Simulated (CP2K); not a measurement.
The system is PbF2 (Fluorocronite).

```
Pb F
1.0
     4.19125    0.00000    0.00000
     2.09562    3.62973    0.00000
     2.09562    1.20991    3.42214
Pb F
1 2
Direct
  0.00000 0.00000 0.00000
  0.75000 0.75000 0.75000
  0.25000 0.25000 0.25000
```

Base run:

```yaml
Program: CP2K 2026.2
Functional: LDA
Potentials_or_basis: POTENTIAL_UZH Pb GTH-PBE-q4, F GTH-PBE-q7; TZVP-MOLOPT-PBE-GTH basis
Density_cutoff: 14966 eV
k_mesh: 8 × 8 × 8
Occupations: fermi-dirac, width 0.05 eV
Spin: no spin polarisation
```

Its results: band gap on the k mesh 4.13 eV, indirect (least direct gap 4.31 eV); pressure 0.0 GPa.

Q: The run is repeated on the same cell with these changes: functional from LDA to PBE. What comes out?

A: Band gap on the k mesh 4.33 eV, indirect (least direct gap 4.49 eV); pressure 3.5 GPa.

PBE binds less tightly than LDA, so the same cell stands under more pressure.

Caveats: spin-orbit coupling is left out, which as a rule narrows the gap of such compounds by several tenths of an eV; the basis of atomic orbitals isn't converged, which shifts pressures, moduli and gaps; the potentials were made for another functional, which shifts forces and pressure (some runs).

A k mesh can miss the band edges.
